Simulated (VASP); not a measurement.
# Zone-centre spectra of SiC (Moissanite), part 6 of 7

What would a Raman spectrum of SiC (Moissanite) look like? The cell is of the wurtzite type, one of the forms listed for this formula. The start is a cell from a database of measured crystal structures.

VASP 6.6.1, plane waves and PAW; the level of theory is named at each step.

So far. Step 10 (Dielectric tensor along a mode, mode (cm-1) 768.7 …): Between the two moves along the mode at 769 cm⁻¹ the tensors differ most in zz: forward less backward gives +0.0628. The relaxed cell has a = 3.064, c = 5.029 Å (conventional setting).

## Step 11: Dielectric tensor along a mode, mode (cm-1) 764.76, amplitude 0.05

Level of this step: LDA, displaced atoms; plane waves and PAW (Si, C) (VASP).

The same response, for the next move.

INCAR reads:

```
SYSTEM = SiC
PREC = Accurate
ENCUT = 520
EDIFF = 1E-08
NELM = 100
ISMEAR = 0
SIGMA = 0.01
LREAL = .FALSE.
ALGO = Normal
GGA = CA
NBANDS = 14
LWAVE = .FALSE.
LCHARG = .FALSE.
KPAR = 2
LEPSILON = .TRUE.
```

POSCAR reads:

```
SiC
1.0
    3.0639158633      0.0000000000      0.0000000000
   -1.5319579317      2.6534289726      0.0000000000
    0.0000000000      0.0000000000      5.0290029076
Si C
2 2
Direct
    0.6657798137      0.3337044348      0.5046146513
    0.3342201863      0.6662955652      0.0046146513
    0.6644044149      0.3342799664      0.8803853487
    0.3355955851      0.6657200336      0.3803853487
```

KPOINTS reads:

```
Automatic mesh
0
Gamma
8 8 5
0 0 0
```

Potentials, in the order of the species: Si and C (PBE family, release 64).

Run with:

```console
$ mpirun -np 2 vasp_std
```

Log:

```text
[... set-up lines as in an earlier step ...]
 entering main loop
       N       E                     dE             d eps       ncg     rms          rms(c)
DAV:   1     0.261016047439E+02    0.26102E+02   -0.72767E+03  2856   0.102E+03
DAV:   2    -0.342044274250E+02   -0.60306E+02   -0.54718E+02  3886   0.172E+02
DAV:   3    -0.370713291680E+02   -0.28669E+01   -0.28515E+01  3996   0.356E+01
DAV:   4    -0.370984661054E+02   -0.27137E-01   -0.27129E-01  3228   0.416E+00
[...]
DAV:  12    -0.331623400159E+02    0.13266E-05   -0.25730E-06  3570   0.986E-03    0.555E-03
DAV:  13    -0.331623397953E+02    0.22062E-06   -0.12114E-06  3840   0.638E-03    0.130E-03
DAV:  14    -0.331623397923E+02    0.29240E-08   -0.49520E-08  3546   0.160E-03
   1 F= -.33162340E+02 E0= -.33162340E+02  d E =-.217104E-67
 Linear response reoptimize wavefunctions to high precision
DAV:   1    -0.331623397926E+02   -0.24352E-09   -0.86533E-10  2796   0.257E-04
DAV:   2    -0.331623397926E+02    0.45475E-11   -0.72548E-11  2070   0.743E-05
 Linear response G [H, r] |phi>, progress :
  Direction:   1
[...]
RMM:  10    -0.718975243136E+00   -0.94496E-06   -0.23733E-08  6502   0.110E-04    0.157E-05
RMM:  11    -0.718975346541E+00   -0.10340E-06    0.89599E-08  5163   0.876E-05    0.182E-06
 change of polarisation eV/A/(eV/A) component  2 :     0.003     1.360    -0.000
 dielectric tensor                  component  2 :     0.012     7.018    -0.000
 Linear response to external field, progress :
  Direction:   3
       N       E                     dE             d eps       ncg     rms          rms(c)
RMM:   1    -0.727488407057E+00   -0.72749E+00   -0.30492E+00  5965   0.352E+00
RMM:   2    -0.745275025688E+00   -0.17787E-01   -0.66872E-03  4908   0.492E-01    0.122E+00
RMM:   3    -0.726214042532E+00    0.19061E-01   -0.12632E-02  4831   0.635E-01    0.709E-01
RMM:   4    -0.745184716205E+00   -0.18971E-01   -0.16425E-02  4935   0.713E-01    0.101E-01
[...]
RMM:   8    -0.748940249410E+00   -0.46025E-04   -0.63462E-08  5375   0.156E-03    0.160E-04
RMM:   9    -0.748941218736E+00   -0.96933E-06   -0.38657E-09  5134   0.211E-04    0.569E-05
RMM:  10    -0.748941139239E+00    0.79497E-07   -0.73526E-09  3889   0.779E-05    0.791E-06
 change of polarisation eV/A/(eV/A) component  3 :     0.012    -0.074     1.419
 dielectric tensor                  component  3 :     0.053    -0.326     7.279
 Born effective charges drift removed
```

Run time: 94 s. Hardware: 2 MPI ranks of Intel Xeon 6975P-C (Granite Rapids), shared host; peak memory 0.69 GiB; 3.1 min of CPU time.

From OUTCAR (step 11):

```text
  Total        0.0773538     -0.0581400     -0.0015643     -0.2195116      0.0000000      0.0000000
  in kB        3.0312807     -2.2783441     -0.0613017     -8.6020478      0.0000000      0.0000000
  external PRESSURE =       0.2305450 kB  Pullay stress =       0.0000000 kB

 POSITION                                       TOTAL-FORCE (eV/Angst)
 -----------------------------------------------------------------------------------
      1.52867      0.88546      2.53771         0.200776     -0.062949      0.002528
      0.00329      1.76797      0.02321        -0.200776      0.062949      0.002528
      1.52358      0.88699      4.42746         0.218953     -0.068547     -0.002528
      0.00838      1.76644      1.91296        -0.218953      0.068547     -0.002528
 -----------------------------------------------------------------------------------
    total drift:                               -0.000000     -0.000000     -0.000057

 MACROSCOPIC STATIC DIELECTRIC TENSOR (including local field effects in DFT)
 ------------------------------------------------------
           7.011666     0.011512     0.000000
           0.011724     7.017803     0.000000
           0.000000     0.000000     7.279378
 ------------------------------------------------------

[... 1 part as in an earlier step ...]

[... 1 further part left out ...]
```

## Step 12: Dielectric tensor along a mode, mode (cm-1) 764.76, amplitude -0.05

The same response, for the next move.

INCAR is that of step 11.

POSCAR reads:

```
SiC
1.0
    3.0639158633      0.0000000000      0.0000000000
   -1.5319579317      2.6534289726      0.0000000000
    0.0000000000      0.0000000000      5.0290029076
Si C
2 2
Direct
    0.6675535197      0.3329622318      0.5046146513
    0.3324464803      0.6670377682      0.0046146513
    0.6689289185      0.3323867002      0.8803853487
    0.3310710815      0.6676132998      0.3803853487
```

KPOINTS is that of step 11.

Run with:

```console
$ mpirun -np 2 vasp_std
```

Log:

```text
[... set-up lines as in an earlier step ...]
 entering main loop
       N       E                     dE             d eps       ncg     rms          rms(c)
DAV:   1     0.260885048348E+02    0.26089E+02   -0.72767E+03  2856   0.102E+03
DAV:   2    -0.342195043611E+02   -0.60308E+02   -0.54664E+02  3898   0.172E+02
DAV:   3    -0.370715315294E+02   -0.28520E+01   -0.28367E+01  4002   0.355E+01
DAV:   4    -0.370985025915E+02   -0.26971E-01   -0.26963E-01  3204   0.415E+00
[...]
DAV:  12    -0.331623936432E+02    0.13077E-05   -0.25776E-06  3636   0.990E-03    0.552E-03
DAV:  13    -0.331623934256E+02    0.21756E-06   -0.11941E-06  3798   0.633E-03    0.130E-03
DAV:  14    -0.331623934227E+02    0.29027E-08   -0.48976E-08  3492   0.159E-03
   1 F= -.33162393E+02 E0= -.33162393E+02  d E =-.942166E-63
 Linear response reoptimize wavefunctions to high precision
DAV:   1    -0.331623934230E+02   -0.24329E-09   -0.86120E-10  2784   0.256E-04
DAV:   2    -0.331623934230E+02    0.50022E-11   -0.72251E-11  2166   0.740E-05
 Linear response G [H, r] |phi>, progress :
  Direction:   1
[...]
RMM:  10    -0.718053139590E+00   -0.14138E-05    0.51548E-09  7401   0.162E-04    0.155E-05
RMM:  11    -0.718053178814E+00   -0.39224E-07   -0.21754E-07  4982   0.993E-05    0.117E-06
 change of polarisation eV/A/(eV/A) component  2 :    -0.003     1.358    -0.000
 dielectric tensor                  component  2 :    -0.012     7.011    -0.000
 Linear response to external field, progress :
  Direction:   3
       N       E                     dE             d eps       ncg     rms          rms(c)
RMM:   1    -0.727505195616E+00   -0.72751E+00   -0.30493E+00  5962   0.352E+00
RMM:   2    -0.745275991303E+00   -0.17771E-01   -0.66853E-03  4913   0.492E-01    0.122E+00
RMM:   3    -0.726215171811E+00    0.19061E-01   -0.12635E-02  4834   0.635E-01    0.709E-01
RMM:   4    -0.745185128574E+00   -0.18970E-01   -0.16421E-02  4930   0.713E-01    0.101E-01
[...]
RMM:   8    -0.748941162876E+00   -0.45652E-04   -0.64025E-08  5375   0.155E-03    0.160E-04
RMM:   9    -0.748942067335E+00   -0.90446E-06   -0.50010E-09  5143   0.216E-04    0.561E-05
RMM:  10    -0.748942000655E+00    0.66680E-07    0.90729E-11  3869   0.823E-05    0.800E-06
 change of polarisation eV/A/(eV/A) component  3 :     0.011    -0.072     1.419
 dielectric tensor                  component  3 :     0.048    -0.318     7.279
 Born effective charges drift removed
```

It took 91 s on 2 MPI ranks; peak memory 0.68 GiB.

Parts of OUTCAR (step 12):

```text
  Total       -0.0533757      0.0723351     -0.0016339      0.2162885      0.0000000      0.0000000
  in kB       -2.0916469      2.8346099     -0.0640296      8.4757426      0.0000000      0.0000000
  external PRESSURE =       0.2263111 kB  Pullay stress =       0.0000000 kB

 POSITION                                       TOTAL-FORCE (eV/Angst)
 -----------------------------------------------------------------------------------
      1.53524      0.88349      2.53771        -0.196215      0.056023      0.002470
     -0.00329      1.76994      0.02321         0.196215     -0.056023      0.002470
      1.54034      0.88196      4.42746        -0.214144      0.061245     -0.002470
     -0.00838      1.77146      1.91296         0.214144     -0.061245     -0.002470
 -----------------------------------------------------------------------------------
    total drift:                               -0.000000     -0.000000     -0.000057

 MACROSCOPIC STATIC DIELECTRIC TENSOR (including local field effects in DFT)
 ------------------------------------------------------
           7.018838    -0.012404     0.000000
          -0.012186     7.010644     0.000000
           0.000000     0.000000     7.279385
 ------------------------------------------------------

[... 2 parts as in an earlier step ...]
```

Electronic dielectric tensor with local fields:

```
 7.02 -0.01  0.00
-0.01  7.01  0.00
 0.00  0.00  7.28
```

Between the two moves along the mode at 765 cm⁻¹ the tensors differ most in xy: forward less backward gives +0.0239.

## Step 13: Dielectric tensor along a mode, mode (cm-1) 596.69, amplitude 0.05

The same response, for the next move.

INCAR is that of step 12.

POSCAR reads:

```
SiC
1.0
    3.0639158633      0.0000000000      0.0000000000
   -1.5319579317      2.6534289726      0.0000000000
    0.0000000000      0.0000000000      5.0290029076
Si C
2 2
Direct
    0.6666666667      0.3333333333      0.5059410816
    0.3333333333      0.6666666667      0.0032882210
    0.6666666667      0.3333333333      0.8803541793
    0.3333333333      0.6666666667      0.3804165181
```

KPOINTS is that of step 12.

Run with:

```console
$ mpirun -np 2 vasp_std
```

Log:

```text
[... set-up lines as in an earlier step ...]
 entering main loop
       N       E                     dE             d eps       ncg     rms          rms(c)
DAV:   1     0.252211905258E+02    0.25221E+02   -0.72861E+03  1120   0.102E+03
DAV:   2    -0.342902577135E+02   -0.59511E+02   -0.53675E+02  1610   0.172E+02
DAV:   3    -0.370728349263E+02   -0.27826E+01   -0.27687E+01  1534   0.348E+01
DAV:   4    -0.370986576129E+02   -0.25823E-01   -0.25812E-01  1258   0.407E+00
[...]
DAV:  13    -0.331634188492E+02    0.22090E-06   -0.12522E-06  1492   0.652E-03    0.120E-03
DAV:  14    -0.331634188604E+02   -0.11259E-07   -0.60726E-08  1384   0.180E-03    0.385E-04
DAV:  15    -0.331634188637E+02   -0.32837E-08   -0.39252E-09   854   0.470E-04
   1 F= -.33163419E+02 E0= -.33163419E+02  d E =-.183479E-16
 Linear response reoptimize wavefunctions to high precision
DAV:   1    -0.331634188650E+02   -0.13360E-08   -0.10097E-09  1040   0.222E-04
DAV:   2    -0.331634188651E+02   -0.36835E-10   -0.13101E-10   746   0.928E-05
 Linear response G [H, r] |phi>, progress :
  Direction:   1
[...]
RMM:  10    -0.717960185429E+00   -0.42047E-07   -0.10408E-07  3650   0.743E-05    0.143E-05
RMM:  11    -0.717960132402E+00    0.53027E-07   -0.16889E-08  2686   0.426E-05    0.121E-06
 change of polarisation eV/A/(eV/A) component  2 :    -0.294     1.359    -0.000
 dielectric tensor                  component  2 :    -1.303     7.014    -0.000
 Linear response to external field, progress :
  Direction:   3
       N       E                     dE             d eps       ncg     rms          rms(c)
RMM:   1    -0.727680685002E+00   -0.72768E+00   -0.30504E+00  2319   0.352E+00
RMM:   2    -0.745403718022E+00   -0.17723E-01   -0.66688E-03  1910   0.491E-01    0.122E+00
RMM:   3    -0.726243836794E+00    0.19160E-01   -0.12705E-02  1880   0.635E-01    0.709E-01
RMM:   4    -0.744751727932E+00   -0.18508E-01   -0.16330E-02  1901   0.712E-01    0.101E-01
[...]
RMM:   8    -0.748478648449E+00   -0.43727E-04   -0.48626E-08  2102   0.142E-03    0.169E-04
RMM:   9    -0.748479264409E+00   -0.61596E-06   -0.13831E-09  2052   0.205E-04    0.673E-05
RMM:  10    -0.748479393263E+00   -0.12885E-06    0.10828E-08  1611   0.670E-05    0.999E-06
 change of polarisation eV/A/(eV/A) component  3 :    -0.106    -0.178     1.419
 dielectric tensor                  component  3 :    -0.469    -0.790     7.280
 Born effective charges drift removed
```

The job ended after 59 s (2 MPI ranks; peak memory 0.56 GiB).

Parts of OUTCAR (step 13):

```text
  Total        0.0034877      0.0034877     -0.0001887     -0.0000000      0.0000000      0.0000000
  in kB        0.1366726      0.1366726     -0.0073932     -0.0000000      0.0000000      0.0000000
  external PRESSURE =       0.0886507 kB  Pullay stress =       0.0000000 kB

 POSITION                                       TOTAL-FORCE (eV/Angst)
 -----------------------------------------------------------------------------------
      1.53196      0.88448      2.54438         0.000000     -0.000000     -0.247754
     -0.00000      1.76895      0.01654         0.000000      0.000000      0.242719
      1.53196      0.88448      4.42730        -0.000000     -0.000000      0.004990
     -0.00000      1.76895      1.91312        -0.000000      0.000000      0.000044
 -----------------------------------------------------------------------------------
    total drift:                               -0.000000     -0.000000     -0.000040

 MACROSCOPIC STATIC DIELECTRIC TENSOR (including local field effects in DFT)
 ------------------------------------------------------
           7.014186    -0.000000     0.000000
          -0.000000     7.014186     0.000000
           0.000000     0.000000     7.280378
 ------------------------------------------------------

[... 2 parts as in an earlier step ...]
```

## Step 14: Dielectric tensor along a mode, mode (cm-1) 596.69, amplitude -0.05

The same response, for the next move.

INCAR is that of step 13.

POSCAR reads:

```
SiC
1.0
    3.0639158633      0.0000000000      0.0000000000
   -1.5319579317      2.6534289726      0.0000000000
    0.0000000000      0.0000000000      5.0290029076
Si C
2 2
Direct
    0.6666666667      0.3333333333      0.5032882210
    0.3333333333      0.6666666667      0.0059410816
    0.6666666667      0.3333333333      0.8804165181
    0.3333333333      0.6666666667      0.3803541793
```

KPOINTS is that of step 13.

Run with:

```console
$ mpirun -np 2 vasp_std
```

Log:

```text
[... set-up lines as in an earlier step ...]
 entering main loop
       N       E                     dE             d eps       ncg     rms          rms(c)
DAV:   1     0.252259823059E+02    0.25226E+02   -0.72860E+03  1120   0.102E+03
DAV:   2    -0.342887043548E+02   -0.59515E+02   -0.53711E+02  1610   0.172E+02
DAV:   3    -0.370728325460E+02   -0.27841E+01   -0.27702E+01  1528   0.348E+01
DAV:   4    -0.370986579071E+02   -0.25825E-01   -0.25815E-01  1270   0.408E+00
[...]
DAV:  13    -0.331634188491E+02    0.21738E-06   -0.12320E-06  1498   0.644E-03    0.119E-03
DAV:  14    -0.331634188605E+02   -0.11416E-07   -0.52693E-08  1390   0.168E-03    0.372E-04
DAV:  15    -0.331634188642E+02   -0.36807E-08   -0.20098E-09   848   0.349E-04
   1 F= -.33163419E+02 E0= -.33163419E+02  d E =-.183372E-16
 Linear response reoptimize wavefunctions to high precision
DAV:   1    -0.331634188651E+02   -0.92928E-09   -0.36402E-10  1010   0.145E-04
DAV:   2    -0.331634188651E+02   -0.45475E-11   -0.60736E-11   764   0.632E-05
 Linear response G [H, r] |phi>, progress :
  Direction:   1
[...]
RMM:  10    -0.717960914991E+00   -0.38692E-07   -0.12762E-07  3669   0.768E-05    0.143E-05
RMM:  11    -0.717960862290E+00    0.52701E-07   -0.14654E-08  2697   0.444E-05    0.120E-06
 change of polarisation eV/A/(eV/A) component  2 :    -0.294     1.359    -0.000
 dielectric tensor                  component  2 :    -1.303     7.014    -0.000
 Linear response to external field, progress :
  Direction:   3
       N       E                     dE             d eps       ncg     rms          rms(c)
RMM:   1    -0.727681021564E+00   -0.72768E+00   -0.30504E+00  2319   0.352E+00
RMM:   2    -0.745404100788E+00   -0.17723E-01   -0.66690E-03  1910   0.491E-01    0.122E+00
RMM:   3    -0.726244278366E+00    0.19160E-01   -0.12705E-02  1880   0.635E-01    0.709E-01
RMM:   4    -0.744752549364E+00   -0.18508E-01   -0.16330E-02  1902   0.712E-01    0.101E-01
[...]
RMM:   8    -0.748479390071E+00   -0.43726E-04   -0.50181E-08  2099   0.142E-03    0.169E-04
RMM:   9    -0.748480002287E+00   -0.61222E-06   -0.21735E-09  2049   0.206E-04    0.672E-05
RMM:  10    -0.748480133318E+00   -0.13103E-06    0.49404E-09  1601   0.682E-05    0.994E-06
 change of polarisation eV/A/(eV/A) component  3 :    -0.106    -0.179     1.419
 dielectric tensor                  component  3 :    -0.469    -0.790     7.280
 Born effective charges drift removed
```

Wall time 58 s (2 MPI ranks); peak memory 0.57 GiB; 1.9 min of CPU time.

From OUTCAR (step 14):

```text
  Total        0.0034981      0.0034981     -0.0001726     -0.0000000      0.0000000      0.0000000
  in kB        0.1370811      0.1370811     -0.0067639     -0.0000000      0.0000000      0.0000000
  external PRESSURE =       0.0891328 kB  Pullay stress =       0.0000000 kB

 POSITION                                       TOTAL-FORCE (eV/Angst)
 -----------------------------------------------------------------------------------
      1.53196      0.88448      2.53104         0.000000      0.000000      0.242718
     -0.00000      1.76895      0.02988        -0.000000      0.000000     -0.247755
      1.53196      0.88448      4.42762         0.000000      0.000000      0.000047
     -0.00000      1.76895      1.91280        -0.000000     -0.000000      0.004990
 -----------------------------------------------------------------------------------
    total drift:                               -0.000000     -0.000000     -0.000038

 MACROSCOPIC STATIC DIELECTRIC TENSOR (including local field effects in DFT)
 ------------------------------------------------------
           7.014189    -0.000000     0.000000
          -0.000000     7.014189     0.000000
           0.000000     0.000000     7.280381
 ------------------------------------------------------

[... 2 parts as in an earlier step ...]
```

The two moves along the mode at 597 cm⁻¹ give the same tensor, so the mode is Raman silent.

(Continued in part 7 of 7.)

[Lines on the potential files, build, host, timing and source positions are cut from VASP's logs without a mark.]

[Logs are printed without paths, hosts, clocks, repeated set-up lines and the standing remarks that a program may print on its own settings, such as how far it seeks lower states.]

[Hosts, paths, dates, database ids (printed as entryN), source tags and the programs' standing remarks are cut or masked in the printed files.]
